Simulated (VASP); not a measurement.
# BN (R3m) in VASP: notebook

One crystal, BN, is run at these levels: RPBE+D3, RPBE+D3(BJ), RPBE+D4, revPBE+D3, revPBE+D3(BJ); tasks: relaxation of cell and atoms.

Everything below comes from runs of VASP 6.6.1. Logs are shortened: lines on timing, memory, paths and dates and some standing lists are left out, and cuts for length are marked.

## (1) The structure

Symmetry: R3m, No. 160, trigonal system. Conventional cell: a = 2.502 Å, b = 2.502 Å, c = 10.119 Å, α = 90.00°, β = 90.00°, γ = 120.00°. N (site symmetry 3m) has 3 B at 1.44 Å as nearest neighbours. Around B (site symmetry 3m) lie 3 N at 1.44 Å.

The cell is a database's computed one.

## (2) Relaxation of cell and atoms, RPBE+D3

INCAR reads:

```
SYSTEM = BN
PREC     = Accurate       ! precision mode
ENCUT    = 600            ! plane-wave cutoff, eV
EDIFF    = 1E-6           ! SCF threshold, eV
ISMEAR   = -1             ! smearing method
SIGMA    = 0.05           ! smearing width, eV
LREAL    = .False.        ! projectors in reciprocal space
LASPH    = .True.         ! aspherical terms in the spheres
NELM     = 80             ! most SCF steps
ALGO     = Normal         ! electronic algorithm
ISIF     = 3              ! what is computed and relaxed
LWAVE    = .False.        ! write WAVECAR
LCHARG   = .False.        ! write CHGCAR
GGA      = RP             ! functional
IVDW     = 11             ! dispersion correction
IBRION   = 2              ! ionic algorithm
NSW      = 40             ! ionic steps
EDIFFG   = -0.02          ! ionic threshold
```

KPOINTS reads:

```
Automatic mesh
0
Gamma
  12 12 12
  0 0 0
```

POSCAR reads:

```
BN
1.0
    1.2511217832      0.7223354983      3.3729344033
   -1.2511217832      0.7223354983      3.3729344033
    0.0000000000     -1.4446709966      3.3729344033
N B
1 1
Direct
    0.6672382000      0.6672382000      0.6672382000
    0.0003288000      0.0003288000      0.0003288000
```

Potentials or basis: VASP PAW PBE potentials, release 64 (N, B).

Started as:

```bash
> cat potpaw_PBE.64/N/POTCAR potpaw_PBE.64/B/POTCAR > POTCAR
> mpirun -np 1 vasp_std > vasp.out
```

OUTCAR:

```text
SYSTEM = BN
   PREC = Accurate
   ENCUT = 600
   EDIFF = 1E-6
   ISMEAR = -1
   LREAL = .False.
   LASPH = .True.
   NELM = 80
   ISIF = 3
   GGA = RP
   IVDW = 11
   IBRION = 2
   NSW = 40
   EDIFFG = -0.02
 IVDW          = 11

 ion  position               nearest neighbor table
   1  0.667  0.667  0.667-   2 1.44   2 1.44   2 1.44
   2  0.000  0.000  0.000-   1 1.44   1 1.44   1 1.44

  LATTYP: Found a trigonal (rhomboedric) cell.
 ALAT       =     3.6692997666
 COS(alpha) =     0.7674786797

  Lattice vectors:

 A1 = (   1.2511217832,   0.7223354983,   3.3729344033)
 A2 = (  -1.2511217832,   0.7223354983,   3.3729344033)
 A3 = (   0.0000000000,  -1.4446709966,   3.3729344033)

Analysis of symmetry for initial positions (statically):
=====================================================================
 Subroutine PRICEL returns:
 Original cell was already a primitive cell.

 Routine SETGRP: Setting up the symmetry group for a
 trigonal (rhombohedral) supercell.

 Subroutine GETGRP returns: Found  6 space group operations
 (whereof  6 operations were pure point group operations)
 out of a pool of 12 trial point group operations.

The static configuration has the point symmetry C_3v.

Analysis of symmetry for dynamics (positions and initial velocities):
=====================================================================
 Subroutine PRICEL returns:
 Original cell was already a primitive cell.

 Routine SETGRP: Setting up the symmetry group for a
 trigonal (rhombohedral) supercell.

 Subroutine GETGRP returns: Found  6 space group operations
 (whereof  6 operations were pure point group operations)
 out of a pool of 12 trial point group operations.

The dynamic configuration has the point symmetry C_3v.

 Subroutine INISYM returns: Found  6 space group operations
 (whereof  6 operations are pure point group operations),
 and found     1 'primitive' translations

----------------------------------------------------------------------------------------

                                     Primitive cell

  volume of cell :      18.2893

  direct lattice vectors                    reciprocal lattice vectors
     1.251121783  0.722335498  3.372934403     0.399641351  0.230733042  0.098825916
    -1.251121783  0.722335498  3.372934403    -0.399641351  0.230733042  0.098825916
     0.000000000 -1.444670997  3.372934403     0.000000000 -0.461466083  0.098825916

  length of vectors
     3.669299767  3.669299767  3.669299767     0.471929558  0.471929558  0.471929558

  position of ions in fractional coordinates (direct lattice)
     0.667238200  0.667238200  0.667238200
     0.000328800  0.000328800  0.000328800

  ion indices of the primitive-cell ions
   primitive index   ion index
                 1           1
                 2           2

----------------------------------------------------------------------------------------

 KPOINTS: Automatic mesh

Automatic generation of k-mesh.
 Grid dimensions read from file:
 generate k-points for:   12   12   12

 Generating k-lattice:

  Cartesian coordinates                     Fractional coordinates (reciprocal lattice)
     0.033303446  0.019227753  0.008235493     0.083333333  0.000000000  0.000000000
    -0.033303446  0.019227753  0.008235493     0.000000000  0.083333333  0.000000000
     0.000000000 -0.038455507  0.008235493     0.000000000  0.000000000  0.083333333

  Length of vectors
     0.039327463  0.039327463  0.039327463

  Shift w.r.t. Gamma in fractional coordinates (k-lattice)
     0.000000000  0.000000000  0.000000000

 Subroutine IBZKPT returns following result:
 ===========================================

 Found    189 irreducible k-points:

 Following reciprocal coordinates:
            Coordinates               Weight
  0.000000  0.000000  0.000000      1.000000
  0.083333 -0.000000 -0.000000      6.000000
  0.166667 -0.000000  0.000000      6.000000
  0.250000 -0.000000 -0.000000      6.000000
  0.333333 -0.000000  0.000000      6.000000
  0.416667 -0.000000 -0.000000      6.000000
[... 16 lines left out ...]
  0.500000  0.166667 -0.000000     12.000000
 -0.416667  0.166667  0.000000     12.000000
 [... further k-points ...]
   k-points           NKPTS =    189   k-points in BZ     NKDIM =    189   number of bands    NBANDS=      8
   number of dos      NEDOS =    301   number of ions     NIONS =      2
   total plane-waves  NPLWV =  27000
   dimension x,y,z NGX =    30 NGY =   30 NGZ =   30
   dimension x,y,z NGXF=    60 NGYF=   60 NGZF=   60
   ions per type =               1   1
   NGX,Y,Z   is equivalent  to a cutoff of  13.59, 13.59, 13.59 a.u.
   NGXF,Y,Z  is equivalent  to a cutoff of  27.18, 27.18, 27.18 a.u.
 SYSTEM =  BN
   PREC   = accura    normal or accurate (medium, high low for compatibility)
   ISTART =      0    job   : 0-new  1-cont  2-samecut
   ICHARG =      2    charge: 1-file 2-atom 10-const
   ISPIN  =      1    spin polarized calculation?
   LNONCOLLINEAR =      F non collinear calculations
   LSORBIT =      F    spin-orbit coupling
   LASPH  =      T    aspherical Exc in radial PAW
   ENCUT  =  600.0 eV  44.10 Ry    6.64 a.u.   7.33  7.33  7.33*2*pi/ulx,y,z
   NELM   =     80;   NELMIN=  2; NELMDL= -5     # of ELM steps
   EDIFF  = 0.1E-05   stopping-criterion for ELM
   LREAL  =      F    real-space projection
   EDIFFG = -.2E-01   stopping-criterion for IOM
   NSW    =     40    number of steps for IOM
   IBRION =      2    ionic relax: 0-MD 1-quasi-New 2-CG
   NFREE  =      1    steps in history (QN), initial steepest desc. (CG)
   ISIF   =      3    stress and relaxation
   ISYM   =      2    0-nonsym 1-usesym 2-fastsym
   POTIM  = 0.5000    time-step for ionic-motion
   TEBEG  =    0.0;   TEEND  =   0.0 temperature during run
   PSTRESS=    0.0 pullay stress
   NELECT =       8.0000    total number of electrons
   NUPDOWN=      -1.0000    fix difference up-down
   EMIN   =  10.00;   EMAX   =-10.00  energy-range for DOS
   EFERMI =   0.00;   METHOD = LEGACY
   ISMEAR =    -1;   SIGMA  =   0.05  broadening in eV -4-tet -1-fermi 0-gaus
   EFERMI_NEDOS =   21; number of points for ismear=-14 and -15
   IALGO  =     38    algorithm
   IMIX   =      4    mixing-type and parameters
     AMIX     =   0.40;   BMIX     =  1.00
     AMIX_MAG =   1.60;   BMIX_MAG =  1.00
  volume/ion in A,a.u.               =       9.14        61.71
  Fermi-wavevector in a.u.,A,eV,Ry     =   1.242717  2.348395 21.012099  1.544346
  Thomas-Fermi vector in A             =   2.377059
   LORBIT       =      0    0 simple, 1 ext, 2 COOP (PROOUT), +10 PAW based schemes
   GGA     = RP    functional components
   LHFCALC =     F    Hartree Fock is set to
   AEXX    =    0.0000 exact exchange contribution
   IVDW    =    11    specifies the selected vdW correction
   LEPSILON=     F    determine dielectric tensor
   LRPA    =     F    only Hartree local field effects (RPA)
 conjugate gradient relaxation of ions
 non-spin polarized calculation
  energy-cutoff  :      600.00
  volume of cell :       18.29
 maximum number of plane-waves:       624
 NGX is ok and might be reduce to    30
   NGX = 15   NGY = 15   NGZ = 15

--------------------------------------- Ionic step        1  -------------------------------------------

 number of electron       8.0000000 magnetization

 Free energy of the ion-electron system (eV)
  ---------------------------------------------------
  ext. energy  EPLUGINS =         0.00000000
  ---------------------------------------------------
  free energy    TOTEN  =       -16.85070199 eV

  energy without entropy =      -16.85070199  energy(sigma->0) =      -16.85070199

------------------------ aborting loop because EDIFF is reached ----------------------------------------

 Edisp (eV)   -0.32893

 E8    (eV) :    -0.0532

  FORCE on cell =-STRESS in cart. coord.  units (eV):
  Direction    XX          YY          ZZ          XY          YZ          ZX
  --------------------------------------------------------------------------------------
  -------------------------------------------------------------------------------------
  Total       0.76098     0.76098    -0.09425     0.00000     0.00000     0.00000
  in kB      66.66302    66.66302    -8.25635     0.00000     0.00000     0.00000
  external pressure =       41.69 kB  Pullay stress =        0.00 kB
[... 97 lines left out ...]
  FREE ENERGIE OF THE ION-ELECTRON SYSTEM (eV)
  ---------------------------------------------------
  free  energy   TOTEN  =       -17.1844070635 eV

  energy  without entropy=      -17.1844070634  energy(sigma->0) =      -17.18440706

[... ionic steps 4 to 8 ...]

--------------------------------------- Ionic step        9  -------------------------------------------

 number of electron       8.0000000 magnetization

------------------------ aborting loop because EDIFF is reached ----------------------------------------

 Edisp (eV)   -0.34336

 E8    (eV) :    -0.0561
[... 69 lines left out ...]
  energy  without entropy=      -17.1856512504  energy(sigma->0) =      -17.18565125

--------------------------------------- Ionic step       11  -------------------------------------------

 number of electron       8.0000000 magnetization

 Free energy of the ion-electron system (eV)
  ---------------------------------------------------
  ext. energy  EPLUGINS =         0.00000000
  ---------------------------------------------------
  free energy    TOTEN  =       -16.84172634 eV

  energy without entropy =      -16.84172634  energy(sigma->0) =      -16.84172634

 E-fermi :   3.4293     XC(G=0):  -9.9173

 val. band max:        2.4217993028   @ k =  -0.3333   0.3333   0.0000
 cond. band min:       6.7159156739   @ k =   0.5000   0.5000  -0.0000
 fundamental gap:      4.2941163712
 Fermi energy:         3.4293238069

 k-point     1 :       0.0000    0.0000    0.0000
  band No.  band energies     occupation
      1     -15.3363      2.00000
      2      -1.4638      2.00000
      3       1.1496      2.00000
      4       1.1496      2.00000
      5       8.0319      0.00000
      6      14.0125      0.00000
      7      14.0125      0.00000
      8      15.5083      0.00000
[... 243 lines left out ...]
 k-point    24 :      -0.4167    0.1667    0.0000
  band No.  band energies     occupation
      1     -11.9357      2.00000
      2      -6.1082      2.00000
      3      -2.9293      2.00000
      4       2.1585      2.00000
      5       7.6643      0.00000
      6      13.9407      0.00000
      7      16.2049      0.00000
      8      17.0872      0.00000

 [... further k-points ...]

------------------------ aborting loop because EDIFF is reached ----------------------------------------

 Edisp (eV)   -0.34407

 E8    (eV) :    -0.0563

  FORCE on cell =-STRESS in cart. coord.  units (eV):
  Direction    XX          YY          ZZ          XY          YZ          ZX
  --------------------------------------------------------------------------------------
  -------------------------------------------------------------------------------------
  Total      -0.02141    -0.02141    -0.00444     0.00000     0.00000     0.00000
  in kB      -1.91114    -1.91114    -0.39674     0.00000     0.00000     0.00000
  external pressure =       -1.41 kB  Pullay stress =        0.00 kB
[... 17 lines left out ...]
  FREE ENERGIE OF THE ION-ELECTRON SYSTEM (eV)
  ---------------------------------------------------
  free  energy   TOTEN  =       -17.1857995647 eV

  energy  without entropy=      -17.1857995646  energy(sigma->0) =      -17.18579956

 reached required accuracy - stopping structural energy minimisation
```

Run time: 7.6 min. Hardware: 1 thread of AMD EPYC 7R43 (Zen 3), shared host; peak memory 0.16 GiB.

Results:

```
Free energy                            : -17.1858 eV
Relaxed volume                         : 8.97 Å³/atom
Relaxed cell                           : a = 3.577 Å, b = 3.577 Å, c = 3.577 Å, α = 41.21°, β = 41.21°, γ = 41.21°
Space group after relaxing (to 0.05 Å) : R3m (No. 160)
Energy gained by relaxing              : 3.1 meV/atom
Ionic steps                            : 11
Pressure after relaxing                : -0.1 GPa
Largest force after relaxing           : 0.004 eV/Å
Band gap on the k mesh                 : 4.29 eV, indirect (least direct gap 4.73 eV)
Dispersion energy per atom             : -0.172 eV
```

Forces on the atoms (eV/Å):
```
N    0.000  0.000  0.004
B    0.000  0.000 -0.004
```

Step by step:
```csv
step,energy change (eV),largest force (eV/Å),pressure (GPa),volume (Å³)
1,0.0000,0.0048,4.17,18.29
2,0.0120,0.0049,-8.06,18.92
3,-0.0048,0.0016,-0.31,18.51
4,-0.0048,0.0016,-0.23,18.50
5,-0.0049,0.0006,-0.20,18.47
6,-0.0053,0.0072,-0.14,18.38
7,-0.0058,0.0205,-0.06,18.19
8,-0.0060,0.0474,0.18,17.81
9,-0.0061,0.0365,0.08,17.96
10,-0.0060,0.0480,-0.43,17.92
11,-0.0062,0.0042,-0.14,17.95
```

Final structure:
```cif
data_structure
_symmetry_space_group_name_H-M 'P 1'
_symmetry_Int_Tables_number 1
_cell_length_a 3.5773
_cell_length_b 3.5773
_cell_length_c 3.5773
_cell_angle_alpha 41.210
_cell_angle_beta 41.210
_cell_angle_gamma 41.210
_cell_volume 17.95
loop_
_atom_site_label
_atom_site_type_symbol
_atom_site_fract_x
_atom_site_fract_y
_atom_site_fract_z
_atom_site_occupancy
N1 N 0.66725 0.66725 0.66725 1
B1 B 0.00031 0.00031 0.00031 1
```

Levels at points of the mesh, in eV from the valence-band top:
```tsv
k point	band 1	band 2	band 3	band 4	band 5	band 6	band 7	band 8
(0.00, 0.00, 0.00)	-17.76	-3.89	-1.27	-1.27	5.61	11.59	11.59	13.09
(0.50, 0.00, 0.00)	-14.61	-8.87	-4.00	-0.51	5.38	9.84	13.41	15.53
(0.50, 0.50, 0.00)	-14.52	-8.72	-4.08	-1.18	4.29	9.72	14.66	18.18
(0.50, 0.50, 0.50)	-17.44	-6.10	-1.30	-1.30	10.59	11.50	11.50	12.11
```

Caveat: the PAW data sets were made with another functional, which shifts forces and pressure a little. RPBE gaps usually lie below the measured ones, often by a third to a half.

## (3) Relaxation of cell and atoms, RPBE+D3(BJ)

INCAR reads:

```
SYSTEM = BN
ALGO = Normal
EDIFF = 1E-6
EDIFFG = -0.005
ENCUT = 600
GGA = RP
IBRION = 2
ISIF = 3
ISMEAR = -1
IVDW = 12
LASPH = .True.
LCHARG = .False.
LREAL = .False.
LWAVE = .False.
NELM = 60
NSW = 60
PREC = Accurate
SIGMA = 0.05
```

KPOINTS reads:

```
k-points
0
Gamma
  12 12 12
  0 0 0
```

POSCAR is that of step 2.

Potentials or basis: VASP PAW PBE potentials, release 64 (N, B).

Started as:

```bash
> cat potpaw_PBE.64/N/POTCAR potpaw_PBE.64/B/POTCAR > POTCAR
> mpirun -np 1 vasp_std > vasp.out
```

Run time: 16 min. Hardware: 1 thread of AMD EPYC 7R43 (Zen 3), shared host; peak memory 0.17 GiB.

The run converged. Its results:

```yaml
Free_energy: -17.7014 eV
Relaxed_volume: 8.19 Å³/atom
Relaxed_cell: a = 3.352 Å, b = 3.352 Å, c = 3.352 Å, α = 43.82°, β = 43.82°, γ = 43.82°
Space_group_after_relaxing_to_0.05_Å: R3m (No. 160)
Energy_gained_by_relaxing: 7.6 meV/atom
Ionic_steps: 24
Pressure_after_relaxing: 0.1 GPa
Largest_force_after_relaxing: 0.004 eV/Å
Band_gap_on_the_k_mesh: 4.07 eV, indirect (least direct gap 4.82 eV)
Dispersion_energy_per_atom: -0.465 eV
```

Forces on the atoms (eV/Å):
```
N    0.000  0.000 -0.004
B    0.000  0.000  0.004
```

Step by step:
```
step  energy change (eV)  largest force (eV/Å)  pressure (GPa)  volume (Å³)
   1              0.0000                0.0025           -0.31        18.29
   2             -0.0011                0.0028           -1.36        18.24
   3             -0.0018                0.0127           -3.24        18.15
   4             -0.0020                0.0133           -3.24        18.14
   5             -0.0026                0.0150           -3.26        18.08
   6             -0.0037                0.0186           -3.30        17.98
   7             -0.0059                0.0263           -3.44        17.76
   8             -0.0095                0.0439           -3.61        17.34
   9             -0.0118                0.0918           -3.78        16.49
  10             -0.0145                0.0585            0.96        16.14
  11             -0.0147                0.0649            0.00        16.20
  12             -0.0149                0.0376           -0.02        16.22
  13             -0.0150                0.0190           -0.08        16.26
  14             -0.0151                0.0170            0.26        16.26
  15             -0.0151                0.0161            0.41        16.26
  16             -0.0151                0.0111            0.39        16.27
  17             -0.0152                0.0044            0.30        16.31
  18             -0.0152                0.0357            0.15        16.38
  19             -0.0152                0.0221            0.24        16.35
  20             -0.0152                0.0131           -0.07        16.38
  21             -0.0152                0.0117           -0.11        16.38
  22             -0.0153                0.0011           -0.03        16.39
  23             -0.0153                0.0060            0.00        16.39
  24             -0.0153                0.0036            0.05        16.39
```

Final structure:
```xyz
2
Lattice="1.2507 0.7221 3.0247 -1.2507 0.7221 3.0247 0.0000 -1.4442 3.0247" Properties=species:S:1:pos:R:3 pbc="T T T"
N     0.0000    0.0000    6.0575
B     0.0000    0.0000    0.0000
```

Levels at points of the mesh, in eV from the valence-band top:
| k point | band 1 | band 2 | band 3 | band 4 | band 5 | band 6 | band 7 | band 8 |
| --- | --- | --- | --- | --- | --- | --- | --- | --- |
| (0.00, 0.00, 0.00) | -18.09 | -3.53 | -1.32 | -1.32 | 6.07 | 11.69 | 11.69 | 13.32 |
| (0.50, 0.00, 0.00) | -14.79 | -9.11 | -4.08 | -0.45 | 5.46 | 10.14 | 13.81 | 16.43 |
| (0.50, 0.50, 0.00) | -14.63 | -8.85 | -4.23 | -1.46 | 4.07 | 9.74 | 15.30 | 19.43 |
| (0.50, 0.50, 0.50) | -17.53 | -6.69 | -1.37 | -1.37 | 11.34 | 11.53 | 11.53 | 12.70 |

Caveat: the PAW data sets were made with another functional, which shifts forces and pressure a little. A k mesh can miss the band edges.

(Part 1 of 2 ends here.)
